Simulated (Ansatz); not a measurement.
What does Ansatz print for the nuclei with this input?

The cell is a structure deposited in the COD, taken as it stands.

```yaml
crystal:
  lattice:
    - [4.515, 0.0, 0.0]
    - [0.0, 5.497, 0.0]
    - [0.0, 0.0, 4.939]
  atoms:
    - { symbol: Ti, position: [0.0, 0.171, 0.25] }
    - { symbol: Ti, position: [0.5, 0.329, 0.75] }
    - { symbol: Ti, position: [0.0, 0.829, 0.75] }
    - { symbol: Ti, position: [0.5, 0.671, 0.25] }
    - { symbol: O, position: [0.286, 0.376, 0.412] }
    - { symbol: O, position: [0.214, 0.124, 0.912] }
    - { symbol: O, position: [0.786, 0.124, 0.588] }
    - { symbol: O, position: [0.714, 0.376, 0.088] }
    - { symbol: O, position: [0.714, 0.624, 0.588] }
    - { symbol: O, position: [0.786, 0.876, 0.088] }
    - { symbol: O, position: [0.214, 0.876, 0.412] }
    - { symbol: O, position: [0.286, 0.624, 0.912] }
kpoints:
  mp_grid: { grid: [5, 5, 5] }
scf:
  occupations: { method: fermi_dirac, width: 0.02 }
hamiltonian:
  xc: pbe
  pseudopotentials: { kind: paw }
output:
  forces: true
  stress: true
  populations: true
  efg:
    quadrupole_moments_barn: { Ti: 0.247, O: -0.02558 }
    contact_densities: true
```

```sh
ansatz run input.yaml --threads 1 --pin off --max-ram 2560MiB --backend cpu --events-out ev --progress --plain --runs-dir out
```

Of the output, the block on the nuclei alone is shown; the set-up, the SCF iterations, energies, forces and stress are cut. One atom of each set with nearly equal values is shown.

```
--- PAW observables at the nuclei: V_zz in 10²¹ V/m², potentials from the cell's mean, atoms counted from 1 ---
  atom   1  Ti V_zz =    +2.892868   η = 0.3630   by run symmetry: allowed   C_q = +17.2775 MHz
            electrostatic potential = -2527.527922 V   contact ρ = 56792.213314 e/Å³
  atom   5  O  V_zz =    -2.749736   η = 0.5651   by run symmetry: allowed   C_q = +1.7008 MHz
            electrostatic potential = -625.136027 V   contact ρ = 2157.504502 e/Å³
```

The run took 6.3 s of wall time (6.2 s of CPU time) and 0.61 GiB at its peak, on 1 thread of AMD EPYC 9R45 (Zen 5) (x86_64; 90 cores open to the job, memory cap 2.5 GiB, no GPU), a shared host with a load of 0.5 a core.

At this cell the PBE pressure is 7 GPa, so with PBE the cell would grow if it were relaxed. The largest force is 0.7 eV/Å, so the atoms aren't at the calculated equilibrium and relaxing them would move these values.
